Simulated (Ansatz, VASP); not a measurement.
# Hf in VASP and in Ansatz

```
Hf
1.0
     3.13144    0.00000    0.00000
    -1.56572    2.71191    0.00000
     0.00000    0.00000    4.95455
Hf
2
Cartesian
  1.5657 0.9040 3.7159
  0.0000 1.8079 1.2386
```

Change from the starting cell: volume scaled by 0.94.

Alike in both runs: task single point; functional PBE; k mesh 10 × 10 × 5; occupations fermi-dirac, width 0.05 eV; no spin polarisation.

|  | VASP | Ansatz |
| --- | --- | --- |
| version | VASP 6.6.1 | Ansatz 0.2.0 |
| potentials or method | VASP PAW PBE potentials, release 64 (Hf_pv), cutoff 520 eV | all-electron LAPW, scalar-relativistic |

```csv
,VASP,Ansatz,Ansatz less VASP
gap on the k mesh at the Fermi level (eV),none,none,-
pressure (GPa),7.6,8.1,+0.48
largest component of the traceless stress (GPa),0.05,0.02,-0.033
```

A gap of «none» marks a metal or a gap that the smearing closes. Ansatz ran all-electron here, so the differences hold the error of VASP's frozen core and of both bases.

Spin-orbit coupling is left out, which matters for the levels of Hf.
